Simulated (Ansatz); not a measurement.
**k-point convergence of GW for SiO2 (Stishovite)**

Wanted: mesh convergence of the gap correction in SiO2 (Stishovite).

Main program and level: Ansatz 0.2.0; G0W0 on PBE, plane waves, PAW; PAW set soft_1.

**1. The structure**

It takes space group P4_2/mnm (No. 136, tetragonal). The conventional cell has a = 4.177 Å, b = 4.177 Å, c = 2.665 Å, α = 90.00°, β = 90.00°, γ = 90.00°. Nearest to Si lie 6 O at 1.76 to 1.81 Å. O has 3 Si at 1.76 to 1.81 Å nearest. Farther neighbours and most contacts between anions are not listed.

The cell and positions come from the Crystallography Open Database and are kept as given unless a step says otherwise.

**2. The 2×2×4 mesh**

Now the one-shot GW correction: screening in the RPA, then the self-energy of the levels asked for. This step takes PAW set soft_1 files.

input.yaml reads:

```yaml
crystal:
  lattice:
    - [4.1773, 0.0, 0.0]
    - [0.0, 4.1773, 0.0]
    - [0.0, 0.0, 2.6652]
  atoms:
    - { symbol: Si, position: [0.0, 0.0, 0.0] }
    - { symbol: Si, position: [0.5, 0.5, 0.5] }
    - { symbol: O, position: [0.3059, 0.3059, 0.0] }
    - { symbol: O, position: [0.1941, 0.8059, 0.5] }
    - { symbol: O, position: [0.6941, 0.6941, 0.0] }
    - { symbol: O, position: [0.8059, 0.1941, 0.5] }
kpoints:
  mp_grid: { grid: [2, 2, 4] }
hamiltonian:
  xc: pbe
  pseudopotentials: { kind: paw, azcp: { folder: soft_1 } }
scf:
  occupations: { method: fixed }
gw:
  n_empty_bands: 105
  ecut_chi: 100
  qp_bands: [v2, c2]
  qp_kpoints: band_edges
  screening: { model: contour_deformation }
```

Run with:

```bash
$ ansatz run input.yaml --threads 2 --pin off --max-ram 73728MiB --backend cuda --events-out ev --progress --plain --runs-dir out --devices 1 --max-vram 13GiB
```

Numbers of over 12 decimals in the logs are rounded to 6 here.

The log of the run:

```text
GPUs: using 1 of 1 available (devices: 1).
Engine: ansatz 0.2.0, x86_64-unknown-linux-gnu
Pseudopotentials: kind: paw
Pseudopotential: Si, paw, valence charge 4, recommended cutoff 420 eV (normal), soft_1/Si.paw.azcp
Pseudopotential: O, paw, valence charge 6, recommended cutoff 420 eV (normal), soft_1/O.paw.azcp
Functional definition: PBE
  parameter kappa = 0.804
  parameter beta = 0.066725
  exchange = pbe_x(kappa = kappa, mu = beta*pi^2/3)
  correlation = pbe_c(beta = beta)
device memory: the entry about to start is reckoned to put 0.5 GiB on a device that reports 56.9 GiB free (of which the cap on the GPU budget leaves the run 13.0 GiB)
GPU FFT provider: cuFFT
GPU libraries: cuBLAS 13.8.2, cuFFT 12.4.0, cuSOLVER 12.3.4
Crystal: 6 atoms, lattice volume = 46.507 Å³
Basis set: ecut = 420 eV, 913 PW (Γ)
Bands: 22, of which v1, the nominal top of the filled ones, is band 16 counted from 1 (15 counted from 0)
Symmetry: 16 space group operations
Space group: P42/mnm (ITA 136), of the structure as read, at distance tolerance 3.6e-5 Å
k-points: 9 of 16
Non-local potential: Si, projectors of the file, l = 0: 2, l = 1: 2, l = 2: 1
Non-local potential: O, projectors of the file, l = 0: 2, l = 1: 2, l = 2: 1
PAW form: soft (Blöchl's): semilocal exchange-correlation on the pseudo side does not see the compensation charge
PAW one-centre angular grid: Si, 110 points (default); XC on 64 Gauss nodes
PAW one-centre angular grid: O, 110 points (default); XC on 64 Gauss nodes
Initial density: superposition of atomic densities (chi_scale 0.1, normalization cell, long waves kept (reshape's long-wave potential 0.00 eV rms))
Initial wavefunctions: pseudopotential atomic-orbital guess
GPU buffer pool allocated for 16200 grid points (all kernels)
GPU transforms: local potential and band sums: pruned to the plane-wave sphere, on 27×27×18
Functional: x = pbe(κ = 0.804, μ = 0.219515), c = pbe(β = 0.066725)
SCF iter   1: F=—  HF=-3549.206278 eV  |F-HF|=—  |Δ(HF+E_count)|=         —  Δρ=1.50e-1  dr2=8.38e0  ethr=3.10e-3  ⟨swp⟩=4.2  Hψ=895  notcnv=0  defer=35
preconditioner: auto → none  [insulator: Δε(μ)=6.760 eV  Ē_g=19.684 eV  n_scr=10 (ndim 8)  ℏωp=30.8 eV  f_vac=0.000  ε∞_Penn≈3.4]
SCF iter   2: F=—  HF=-3547.061256 eV  |F-HF|=—  |Δ(HF+E_count)|=    2.15e0  Δρ=6.49e-2  dr2=7.08e-1  ethr=3.10e-3  ⟨swp⟩=3.6  Hψ=525  notcnv=0  defer=29
SCF iter   3: F=—  HF=-3546.925099 eV  |F-HF|=—  |Δ(HF+E_count)|=   1.36e-1  Δρ=2.39e-2  dr2=9.14e-2  ethr=2.21e-3  ⟨swp⟩=2.6  Hψ=377  notcnv=0  defer=36
SCF iter   4: F=—  HF=-3546.957117 eV  |F-HF|=—  |Δ(HF+E_count)|=   3.20e-2  Δρ=1.79e-3  dr2=9.73e-4  ethr=2.86e-4  ⟨swp⟩=2.1  Hψ=225  notcnv=0  defer=36
SCF iter   5: F=—  HF=-3546.957419 eV  |F-HF|=—  |Δ(HF+E_count)|=   3.01e-4  Δρ=3.16e-4  dr2=1.66e-5  ethr=3.04e-6  ⟨swp⟩=2.1  Hψ=340  notcnv=0  defer=36
SCF iter   6: F=—  HF=-3546.957432 eV  |F-HF|=—  |Δ(HF+E_count)|=   1.37e-5  Δρ=7.23e-5  dr2=1.05e-6  ethr=5.20e-8  ⟨swp⟩=2.0  Hψ=342  notcnv=0  defer=12
SCF iter   7: F=-3546.957432 eV  HF=-3546.957432 eV  |F-HF|=1.76e-9  |Δ(HF+E_count)|=   1.65e-7  Δρ=6.98e-6  dr2=9.66e-9  ethr=3.13e-10  ⟨swp⟩=9.3  Hψ=878  notcnv=0
SCF 1 converged in 7 iterations: F = -3546.957432 eV  dr2 = 9.66e-9
[...]
device memory: the entry about to start is reckoned to put 0.6 GiB on a device that reports 56.8 GiB free (of which the cap on the GPU budget leaves the run 13.0 GiB)
NSCF: frozen V_eff on 9 k-points, pencils in batches of 32, up to order 88
[...]
device memory: the entry about to start is reckoned to put 1.1 GiB on a device that reports 55.5 GiB free (of which the cap on the GPU budget leaves the run 13.0 GiB)
NSCF: frozen V_eff on 9 k-points
G₀W₀ screening: q 1/9
[... further progress lines ...]
SCF converged after 7 iterations
Free energy (F): -3546.957432 eV
Harris-Foulkes:  -3546.957432 eV  (|F-HF|=1.76e-9)
Internal energy: -3546.957432 eV  (E = F + TS)
E sigma→0 (E₀):  -3546.957432 eV
Fermi energy:    10.575642 eV
--- Per-component energies (eV) ---
  E_band       = 65.876275
  E_kinetic    = 789.093246
  E_local      = -1203.048430  (includes V_loc(G=0)·N_el)
  E_nonlocal   = 250.289201
  E_hartree    = 441.372797
  E_xc         = -405.732800
  E_vxc        = -470.476535  (∫ρ·V_xc dr)
  E_paw        = -1678.744070  (= ΣΔE_a)
  E_vpaw       = -182.732475  (= ΣTr[D̂ρ^β])
  E_aug_tail   = 0.003177  (compensation charges beyond the density's cutoff)
  E_ewald      = -1740.190554
  E_smearing   = -0.000000  (= −TS)
  E_closure    = -0.000000  (closes the sum)
  Σ components = -3546.957432   (vs F -3546.957432, Δ=0.00e0)
--- Band table (eV; the first three rows and the last of 9) ---
  k-point 0: bands = [... 12 lower, 8.0680, 9.6906, 9.6906, 10.5756, 16.2152, 17.3242, 19.1154, 19.1154, ... 2 higher]
  k-point 1: bands = [... 12 lower, 6.1731, 9.0597, 9.0597, 9.7835, 18.0983, 20.4741, 20.8095, 21.8781, ... 2 higher]
  k-point 2: bands = [... 12 lower, 7.4975, 7.4975, 7.8934, 7.8934, 19.7148, 19.7148, 23.2450, 23.2450, ... 2 higher]
  k-point 8: bands = [... 12 lower, 8.8128, 8.8128, 9.0148, 9.0148, 17.7942, 17.7942, 21.6261, 21.6261, ... 2 higher]
--- G₀W₀: contour deformation, 5 samples at zero and on the imaginary axis and 1 off it, 16 q-points, 105 empty bands' worth ---
  eigenvalues of the whole cell's RPA ε∞ on this k-mesh (on a slab, of 1 + 4πα/V) = 3.3296, 3.3296, 3.5241; static W/v taken at q = 0 is 0.296113
  bands read: the sum over 121 bands ends inside a degenerate multiplet in 9 slots, whose members it reads at an even weight; the widest, k=0: bands 121 to 122 (counted from 1) at 1/2 each
  gw.qp_kpoints: band_edges: 6 of 9 stored k-points solved, in 1 pass; an edge of the gap read off the rows below is read off those points alone
    valence top: of the k-points left out ik 1 came nearest to being solved in a further pass, in band 16 (counted from 1, as in the quasiparticle table): it holds the edge there only if its correction is more favourable than any solved in that band by at least 0.792 eV; those differ by 0.395 eV
    conduction bottom: of the k-points left out ik 1 came nearest to being solved in a further pass, in band 17 (counted from 1, as in the quasiparticle table): it holds the edge there only if its correction is more favourable than any solved in that band by at least 1.883 eV; those differ by 0.394 eV
    ik  band        ε_KS         Σx   Σc(E_QP)       V_xc       Z   E_QP_lin       E_QP  E_QP is
     0    15      9.6906   -27.8988     4.8073   -22.0658  0.8156     8.6584     8.6647  root
     0    16     10.5756   -28.3442     5.0425   -22.2768  0.8137     9.5443     9.5507  root
     0    17     16.2152   -13.6986    -4.4548   -19.8469  0.8461    17.9224    17.9087  root
     0    18     17.3242    -7.7119    -4.5166   -13.5995  0.8599    18.7039    18.6951  root
     2    15      7.8934   -26.4756     5.1928   -19.8630  0.8073     6.4585     6.4735  root
     2    16      7.8934   -26.4756     5.1928   -19.8630  0.8073     6.4585     6.4735  root
     2    17     19.7148   -11.8324    -4.8642   -18.7839  0.8396    21.8274    21.8022  root
     2    18     19.7148   -11.8324    -4.8642   -18.7839  0.8396    21.8274    21.8022  root
     3    15      9.5039   -27.5739     4.9453   -21.4940  0.8134     8.3610     8.3692  root
     3    16      9.5039   -27.5739     4.9453   -21.4940  0.8134     8.3610     8.3692  root
     3    17     18.3513   -12.1414    -4.5962   -18.5636  0.8426    20.1950    20.1774  root
     3    18     18.3513   -12.1414    -4.5962   -18.5636  0.8426    20.1950    20.1774  root
     5    15      8.8109   -27.1561     5.1335   -20.7203  0.8104     7.4971     7.5087  root
     5    16      8.8109   -27.1561     5.1335   -20.7203  0.8104     7.4971     7.5087  root
[...]
6    18     18.0430   -10.9484    -4.7002   -17.4099  0.8471    19.8204    19.8042  root
     8    15      9.0148   -27.5238     5.2204   -21.0287  0.8093     7.7289     7.7401  root
     8    16      9.0148   -27.5238     5.2204   -21.0287  0.8093     7.7289     7.7401  root
     8    17     17.7942   -11.7247    -4.5571   -18.1037  0.8477    19.6326    19.6161  root
     8    18     17.7942   -11.7247    -4.5571   -18.1037  0.8477    19.6326    19.6161  root
```

Elapsed: 7 s, on 1 × NVIDIA H100 80GB HBM3 (shared by 6 runs) with 2 threads of AMD EPYC 7R13 (Zen 3), shared host; peak memory 1 GiB.

Numbers from this step:

| Item | Value |
| --- | --- |
| bands summed | 121 |
| RPA ε∞ on this mesh (eigenvalues) | 3.330, 3.330, 3.524 |
| plane waves in the screening matrix | 105 |
| q-points in the mesh | 16 |
| G0W0 gap on the mesh | 8.358 eV |
| k of the valence top | 0, 0, 0 |
| k of the conduction bottom | 0, 0, 0 |
| starting gap on the mesh | 5.640 eV |
| Z at the valence top | 0.8137 |
| Z at the conduction bottom | 0.8461 |
| least direct G0W0 gap on the computed points | 8.358 eV |

The gap on the mesh goes from 5.64 eV to 8.36 eV, a correction of +2.72 eV. Between the two edge states, bare exchange in place of the xc potential would open the gap by 12.22 eV, and correlation takes back 9.50 eV.

**3. The 4×4×4 mesh**

Only the mesh changes. It samples the long-range screening, which converges on its own terms.

input.yaml: that of step 2 with these lines changed.

```diff
@@ -13,3 +13,3 @@
 kpoints:
-  mp_grid: { grid: [2, 2, 4] }
+  mp_grid: { grid: [4, 4, 4] }
 hamiltonian:
```

The log of the run:

```text
GPUs: using 1 of 1 available (devices: 1).
[...]
GPU FFT provider: cuFFT
GPU libraries: cuBLAS 13.8.2, cuFFT 12.4.0, cuSOLVER 12.3.4
Crystal: 6 atoms, lattice volume = 46.507 Å³
Basis set: ecut = 420 eV, 913 PW (Γ)
Bands: 22, of which v1, the nominal top of the filled ones, is band 16 counted from 1 (15 counted from 0)
[... 1 set-up line as in the run before ...]
[...]
k-points: 18 of 64
[...]
GPU buffer pool allocated for 16200 grid points (all kernels)
[...]
SCF iter   1: F=—  HF=-3549.215290 eV  |F-HF|=—  |Δ(HF+E_count)|=         —  Δρ=1.50e-1  dr2=8.36e0  ethr=3.10e-3  ⟨swp⟩=4.2  Hψ=1791  notcnv=0  defer=71
[...]
SCF iter   7: F=-3546.973042 eV  HF=-3546.973042 eV  |F-HF|=1.51e-9  |Δ(HF+E_count)|=   1.27e-7  Δρ=3.26e-6  dr2=3.06e-9  ethr=3.13e-10  ⟨swp⟩=9.5  Hψ=1688  notcnv=0
SCF 1 converged in 7 iterations: F = -3546.973042 eV  dr2 = 3.06e-9
[...]
0    15      9.6867   -27.7834     4.7073   -22.0658  0.8175     8.6706     8.6764  root
     0    16     10.5714   -28.2638     4.9704   -22.2763  0.8153     9.5484     9.5544  root
     0    17     16.2134   -13.8313    -4.3274   -19.8467  0.8487    17.9137    17.9015  root
     0    18     17.3236    -7.7145    -4.4856   -13.6013  0.8617    18.7334    18.7248  root
     3    15      9.5843   -27.7090     4.7565   -21.9085  0.8167     8.5338     8.5402  root
     3    16     10.1106   -27.7878     4.9281   -21.7726  0.8149     9.0164     9.0235  root
     3    17     17.0974   -13.8768    -4.3314   -20.0047  0.8450    18.9085    18.8939  root
     3    18     17.8440    -8.2882    -4.5429   -14.3274  0.8580    19.3504    19.3402  root
[...]
17    15      9.0110   -27.4411     5.1465   -21.0287  0.8107     7.7345     7.7451  root
    17    16      9.0110   -27.4411     5.1465   -21.0287  0.8107     7.7345     7.7451  root
    17    17     17.7932   -11.8254    -4.4545   -18.1041  0.8503    19.6324    19.6172  root
    17    18     17.7932   -11.8254    -4.4545   -18.1041  0.8503    19.6324    19.6172  root
[key lines of the parts left out:]
SCF converged after 7 iterations
Free energy (F): -3546.973042 eV
Fermi energy:    10.571376 eV
```

Elapsed: 11 s, on 1 × NVIDIA H100 80GB HBM3 (shared by 6 runs) with 2 threads; peak memory 1.1 GiB; 12 s of CPU time.

This step gave:

| Item | Value |
| --- | --- |
| bands summed | 121 |
| RPA ε∞ on this mesh (eigenvalues) | 3.267, 3.267, 3.510 |
| plane waves in the screening matrix | 105 |
| q-points in the mesh | 64 |
| G0W0 gap on the mesh | 8.347 eV |
| k of the valence top | 0, 0, 0 |
| k of the conduction bottom | 0, 0, 0 |
| starting gap on the mesh | 5.642 eV |
| Z at the valence top | 0.8153 |
| Z at the conduction bottom | 0.8487 |
| least direct G0W0 gap on the computed points | 8.347 eV |

Against the run with 2×2×4 mesh, 105 empty bands, screening to 100 eV, PAW set soft_1 files, the gap moves by −0.011 eV.

**4. The 4×4×6 mesh**

input.yaml: that of step 3 with these lines changed.

```diff
@@ -13,3 +13,3 @@
 kpoints:
-  mp_grid: { grid: [4, 4, 4] }
+  mp_grid: { grid: [4, 4, 6] }
 hamiltonian:
```

The log of the run:

```text
GPUs: using 1 of 1 available (devices: 1).
[...]
GPU FFT provider: cuFFT
GPU libraries: cuBLAS 13.8.2, cuFFT 12.4.0, cuSOLVER 12.3.4
Crystal: 6 atoms, lattice volume = 46.507 Å³
Basis set: ecut = 420 eV, 913 PW (Γ)
Bands: 22, of which v1, the nominal top of the filled ones, is band 16 counted from 1 (15 counted from 0)
[... 1 set-up line as in the run before ...]
[...]
k-points: 24 of 96
[...]
1    18     19.1127    -9.3465    -4.6275   -15.7088  0.8505    20.8625    20.8475  root
[...]
23    15      9.0087   -27.4414     5.1419   -21.0296  0.8109     7.7281     7.7388  root
    23    16      9.0087   -27.4414     5.1419   -21.0296  0.8109     7.7281     7.7388  root
    23    17     17.7922   -11.8238    -4.4493   -18.1036  0.8505    19.6380    19.6228  root
    23    18     17.7922   -11.8238    -4.4493   -18.1036  0.8505    19.6380    19.6228  root
[key lines of the parts left out:]
SCF converged after 7 iterations
Free energy (F): -3546.986789 eV
Fermi energy:    10.568797 eV
```

It took 13 s on 1 × NVIDIA H100 80GB HBM3 (shared by 6 runs) with 2 threads; peak memory 1.1 GiB.

This step gave:

```
bands summed                                 : 121
RPA ε∞ on this mesh (eigenvalues)            : 3.262, 3.262, 3.427
plane waves in the screening matrix          : 105
G0W0 gap on the mesh                         : 8.355 eV
k of the valence top                         : 0, 0, 0
k of the conduction bottom                   : 0, 0, 0
starting gap on the mesh                     : 5.643 eV
least direct G0W0 gap on the computed points : 8.355 eV
```

Against the run with 4×4×4 mesh, 105 empty bands, screening to 100 eV, PAW set soft_1 files, the gap moves by +0.008 eV.

**5. The 6×6×8 mesh**

input.yaml: that of step 4 with these lines changed.

```diff
@@ -13,3 +13,3 @@
 kpoints:
-  mp_grid: { grid: [4, 4, 6] }
+  mp_grid: { grid: [6, 6, 8] }
 hamiltonian:
```

The log of the run:

```text
GPUs: using 1 of 1 available (devices: 1).
[...]
GPU FFT provider: cuFFT
GPU libraries: cuBLAS 13.8.2, cuFFT 12.4.0, cuSOLVER 12.3.4
Crystal: 6 atoms, lattice volume = 46.507 Å³
Basis set: ecut = 420 eV, 913 PW (Γ)
Bands: 22, of which v1, the nominal top of the filled ones, is band 16 counted from 1 (15 counted from 0)
[... 1 set-up line as in the run before ...]
[...]
k-points: 50 of 288
[...]
1    18     18.4137    -8.7095    -4.5231   -14.8238  0.8559    20.0166    20.0049  root
[...]
49    15      9.0085   -27.4320     5.1333   -21.0296  0.8111     7.7289     7.7395  root
    49    16      9.0085   -27.4320     5.1333   -21.0296  0.8111     7.7289     7.7395  root
    49    17     17.7921   -11.8363    -4.4373   -18.1036  0.8508    19.6373    19.6222  root
    49    18     17.7921   -11.8363    -4.4373   -18.1036  0.8508    19.6373    19.6222  root
[key lines of the parts left out:]
SCF converged after 7 iterations
Free energy (F): -3546.986919 eV
Fermi energy:    10.568637 eV
```

Run time: 60 s. Hardware: 1 × NVIDIA H100 80GB HBM3 (shared by 6 runs) with 2 threads; peak memory 1.2 GiB; 82 s of CPU time.

This step gave:

| Item | Value |
| --- | --- |
| bands summed | 121 |
| RPA ε∞ on this mesh (eigenvalues) | 3.260, 3.260, 3.419 |
| plane waves in the screening matrix | 105 |
| G0W0 gap on the mesh | 8.349 eV |
| k of the valence top | 0, 0, 0 |
| k of the conduction bottom | 0, 0, 0 |
| starting gap on the mesh | 5.643 eV |
| least direct G0W0 gap on the computed points | 8.349 eV |

Against the run with 4×4×6 mesh, 105 empty bands, screening to 100 eV, PAW set soft_1 files, the gap moves by −0.006 eV.

**6. The 6×6×10 mesh**

input.yaml: that of step 5 with these lines changed.

```diff
@@ -13,3 +13,3 @@
 kpoints:
-  mp_grid: { grid: [6, 6, 8] }
+  mp_grid: { grid: [6, 6, 10] }
 hamiltonian:
```

The log of the run:

```text
GPUs: using 1 of 1 available (devices: 1).
[...]
GPU FFT provider: cuFFT
GPU libraries: cuBLAS 13.8.2, cuFFT 12.4.0, cuSOLVER 12.3.4
Crystal: 6 atoms, lattice volume = 46.507 Å³
Basis set: ecut = 420 eV, 913 PW (Γ)
Bands: 22, of which v1, the nominal top of the filled ones, is band 16 counted from 1 (15 counted from 0)
[... 1 set-up line as in the run before ...]
[...]
k-points: 60 of 360
[...]
1    18     18.0477    -8.4008    -4.4803   -14.4028  0.8584    19.5798    19.5694  root
[...]
59    15      9.0085   -27.4315     5.1330   -21.0296  0.8111     7.7291     7.7397  root
    59    16      9.0085   -27.4315     5.1330   -21.0296  0.8111     7.7291     7.7397  root
    59    17     17.7921   -11.8367    -4.4367   -18.1036  0.8508    19.6374    19.6223  root
    59    18     17.7921   -11.8367    -4.4367   -18.1036  0.8508    19.6374    19.6223  root
[key lines of the parts left out:]
SCF converged after 7 iterations
Free energy (F): -3546.987035 eV
Fermi energy:    10.568634 eV
```

Elapsed: 1.7 min, on 1 × NVIDIA H100 80GB HBM3 (shared by 6 runs) with 2 threads; peak memory 1.3 GiB.

Numbers from this step:

```yaml
bands_summed: 121
rpa_eps_infinity_on_this_mesh_eigenvalues: 3.260, 3.260, 3.419
plane_waves_in_the_screening_matrix: 105
g0w0_gap_on_the_mesh: 8.348 eV
k_of_the_valence_top: 0, 0, 0
k_of_the_conduction_bottom: 0, 0, 0
starting_gap_on_the_mesh: 5.643 eV
least_direct_g0w0_gap_on_the_computed_points: 8.348 eV
```

Against the run with 6×6×8 mesh, 105 empty bands, screening to 100 eV, PAW set soft_1 files, the gap moves by −0.001 eV.

**7. The meshes together**

Times are wall times on 1 × NVIDIA H100 80GB HBM3 (shared by 6 runs) with 2 threads of AMD EPYC 7R13 (Zen 3), shared host, good to a factor of about two.

| mesh | points | irreducible | start (eV) | G0W0 (eV) | shift (eV) | RPA ε∞ (mean) | time |
| --- | --- | --- | --- | --- | --- | --- | --- |
| 2×2×4 | 16 | 9 | 5.640 | 8.358 | +2.718 | 3.39 | 7 s |
| 4×4×4 | 64 | 18 | 5.642 | 8.347 | +2.705 | 3.35 | 11 s |
| 4×4×6 | 96 | 24 | 5.643 | 8.355 | +2.711 | 3.32 | 13 s |
| 6×6×8 | 288 | 50 | 5.643 | 8.349 | +2.706 | 3.31 | 60 s |
| 6×6×10 | 360 | 60 | 5.643 | 8.348 | +2.705 | 3.31 | 1.7 min |

**8. Outcome**

| Quantity | Value |
| --- | --- |
| 2×2×4 | 8.358 eV (shift +2.718) |
| 4×4×4 | 8.347 eV (shift +2.705) |
| 4×4×6 | 8.355 eV (shift +2.711) |
| 6×6×8 | 8.349 eV (shift +2.706) |
| 6×6×10 | 8.348 eV (shift +2.705) |
| settings | PBE start, 105 empty bands, 100 eV |

**Reading.** The shift is +2.72 eV on 2×2×4 and +2.70 eV on 6×6×10; the last step moves it by −0.001 eV. The RPA ε∞ (mean) ranges from 3.31 to 3.39 and ends at 3.31. From 16 to 360 points the time grows 15-fold. Bands and cutoff are modest here, so the values stand off the basis limit.

[Paths, hosts, dates, memory and timing lines, banners, echoed tables and standing remarks are left out of the program output.]

[Logs are printed without paths, hosts, clocks, repeated set-up lines and the standing remarks that a program may print on its own settings, such as how far it seeks lower states.]

[Runs of the session that timed out or met a known fault of the program may be left out.]

[Cells called generated may have been cut or substituted from an entry of the Crystallography Open Database or the Materials Project.]

[Hosts, paths, dates, database ids (printed as entryN), source tags and the programs' standing remarks are cut or masked in the printed files.]
